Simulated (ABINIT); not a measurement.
Se:

```
CELL_PARAMETERS angstrom
4.36620 0.00000 0.00000
-2.18310 3.78124 0.00000
0.00000 0.00000 4.95360
ATOMIC_POSITIONS crystal
Se 0.77460 0.77460 0.00000
Se 0.00000 0.22540 0.66667
Se 0.22540 0.00000 0.33333
```

Base run:

```yaml
Program: ABINIT 10.8.3 (patched build)
Functional: LDA
Potentials_or_basis: JTH PAW LDA v2.0
Cutoff: 408 eV
k_mesh: 9 × 9 × 8
Occupations: fermi-dirac, width 0.05 eV
Spin: no spin polarisation
```

Its results: band gap on the k mesh 0.93 eV, indirect (least direct gap 1.14 eV); pressure -1.2 GPa; largest force 0.241 eV/Å.

**Question.** The run is repeated on the same cell with these changes: k mesh from 9 × 9 × 8 to 6 × 6 × 5. What comes out?

**Answer.** Band gap on the k mesh 1.18 eV, indirect (least direct gap 1.42 eV); pressure -1.2 GPa; largest force 0.239 eV/Å.

Caveats: an odd mesh through Γ misses points on the zone boundary, where band edges often lie.

Not every run made on this cell is shown here.
